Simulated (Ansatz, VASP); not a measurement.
One calculation of Si2Mo, two programs

File INCAR:

```
PREC = Accurate
ENCUT = 520
EDIFF = 1E-7
ISMEAR = -1
SIGMA = 0.05
LREAL = False
LASPH = True
NELM = 100
ALGO = Normal
ISIF = 2
LWAVE = False
LCHARG = True
GGA = PE
IVDW = 12
LELF = True
LVHAR = True
NBANDS = 18
```

File KPOINTS:

```
regular mesh
0
Gamma
  12 12 12
```

File POSCAR:

```
Si2Mo
1.0
   -1.6000000000      1.6000000000      3.9305000000
    1.6000000000     -1.6000000000      3.9305000000
    1.6000000000      1.6000000000     -3.9305000000
Mo Si
1 2
Direct
    0.0000000000      0.0000000000      0.0000000000
    0.6670000000      0.6670000000      0.0000000000
    0.3330000000      0.3330000000      0.0000000000
```

Contents of input.yaml:

```yaml
crystal:
  lattice:
    - [-1.6, 1.6, 3.9305]
    - [1.6, -1.6, 3.9305]
    - [1.6, 1.6, -3.9305]
  atoms:
    - { symbol: Mo, position: [0.0, 0.0, 0.0] }
    - { symbol: Si, position: [0.667, 0.667, 0.0] }
    - { symbol: Si, position: [0.333, 0.333, 0.0] }
hamiltonian:
  xc: pbe
  pseudopotentials: { kind: paw }
  dispersion: d3bj
kpoints:
  mp_grid: { grid: [12, 12, 12] }
scf:
  occupations: { method: fermi_dirac, width: 0.05 }
output:
  forces: true
  stress: true
  eigenvalues: true
```

Alike in both runs: task single point; functional PBE; dispersion D3(BJ); k mesh 12 × 12 × 12; occupations fermi-dirac, width 0.05 eV; no spin polarisation.

|  | VASP | Ansatz |
| --- | --- | --- |
| version | VASP 6.6.1 | Ansatz 0.2.0 |
| potentials or method | VASP PAW PBE potentials, release 64 (Mo_sv, Si) | Ansatz PAW |
| plane-wave cutoff (eV) | 520 | 420 |
| valence electrons in the cell | 22 | 22 |

```csv
,VASP,Ansatz,Ansatz less VASP
gap on the k mesh at the Fermi level (eV),none,none,-
pressure (GPa),-4.7,-4.9,-0.16
largest component of the traceless stress (GPa),0.85,0.84,-0.006
rms of the force components (eV/Å),0.131,0.133,+0.0023
dispersion energy (meV/atom),-576.2,-576.3,-0.15
```

Atom by atom the forces differ by 0.002 eV/Å (rms over components). A gap of «none» marks a metal or a gap that the smearing closes.

Caveats: pairwise dispersion overbinds metals, which lowers pressure and volume.
